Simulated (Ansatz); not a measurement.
Reaction (formal exchange of groups at the Al–C bond): `CC[CH2][AlH][F]` + `[NH2][Al]([OH])[SH]` → `[OH][Al]([SH])[AlH][F]` + `CCCN`

Program: Ansatz. Geometries: PBE0-D4/def2-TZVP. ΔE: electronic, gas phase. CBS: MP2 limit from def2 TZ/QZ plus the TZ coupled-cluster correction, frozen cores. DFT in def2-TZVPP. Each species was taken in one conformer, which may not be the lowest.

```tsv
species	B2PLYP energy (Eh)
`CC[CH2][AlH][F]`	-461.29482
`[NH2][Al]([OH])[SH]`	-772.90411
`[OH][Al]([SH])[AlH][F]`	-1059.75365
`CCCN`	-174.39076
```

Question: Work out ΔE.

Answer: ΔE = (-1059.75365) + (-174.39076) − (-461.29482) − (-772.90411) = 0.05452 Eh = +34.2 kcal/mol. CCSD(T)/CBS gives +33.7 kcal/mol.

Largest T1 diagnostic among the species: 0.013.

From PBE to PBE0 (25 % exact exchange), in def2-TZVPP and without D4, ΔE moves by +1.3 kcal/mol.
